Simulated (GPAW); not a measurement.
Here is a GPAW 26.7.0 calculation.

File run.py:

```python
from ase import Atoms
from ase.dft.bandgap import bandgap
from ase.io import write
from ase.units import GPa
from gpaw import GPAW, PW, setup_paths

setup_paths.insert(0, '.')

atoms = Atoms(['Ge', 'Fe', 'Fe', 'Fe'],
              cell=[[0.0, 2.8755854299, 2.8755854299],
                    [2.8755854299, 0.0, 2.8755854299],
                    [2.8755854299, 2.8755854299, 0.0]],
              scaled_positions=[[0.0, 0.0, 0.0],
                                [0.75, 0.75, 0.75],
                                [0.25, 0.25, 0.25],
                                [0.5, 0.5, 0.5]],
              pbc=True)
atoms.set_initial_magnetic_moments([0.0, 3.0, 3.0, 3.0])

calc = GPAW(mode=PW(600),
            xc='PBEsol',
            kpts={'size': (8, 8, 8), 'gamma': True},
            occupations={'name': 'fermi-dirac', 'width': 0.05},
            setups={'Fe': ':d,6.0'},
            nbands=30,
            convergence={'density': 1e-05, 'energy': 1e-05},
            maxiter=150,
            txt='gpaw.txt')
atoms.calc = calc
energy = atoms.get_potential_energy()
forces = atoms.get_forces()
stress = atoms.get_stress()
calc.write('gs.gpw')
write('result.traj', atoms)
print(f'Energy: {energy:.6f} eV')
print('Forces (eV/A):')
print(forces.round(4))
print('Stress (GPa):', (stress / GPa).round(3))
print('Moments:', calc.get_magnetic_moments().round(3))
print('Fermi level:', round(calc.get_fermi_level(), 4), 'eV')
print(f'Gap: {bandgap(calc)[0]:.4f} eV, direct: {bandgap(calc, direct=True)[0]:.4f} eV')

path = atoms.cell.bandpath('GXWKGLUWLK,UX', npoints=80, eps=1e-4)
bs_calc = calc.fixed_density(kpts=path, symmetry='off', nbands=44,
                             convergence={'bands': 'CBM+6.0', 'eigenstates': 1e-6}, txt='bands.txt')
bs = bs_calc.band_structure()
bs.write('bs.json')
print(f'Gap on the path: {bandgap(bs_calc)[0]:.4f} eV')
```

Potentials or basis: PAW data sets generated in the run's folder for this functional, pw.

Launch:

```sh
$ gpaw-setup -f PBEsol Fe Ge
$ OMP_NUM_THREADS=1 python run.py
```

(1) What does it give for the band gap along the path?

(2) What does it give for the net moment?

(3) What does it give for the pressure?

Results:

(1) none (metal or under the smearing width).

(2) 9.30 μB per cell.

(3) 24.3 GPa.

Caveat: the U is typed as a test and isn't derived for this compound.
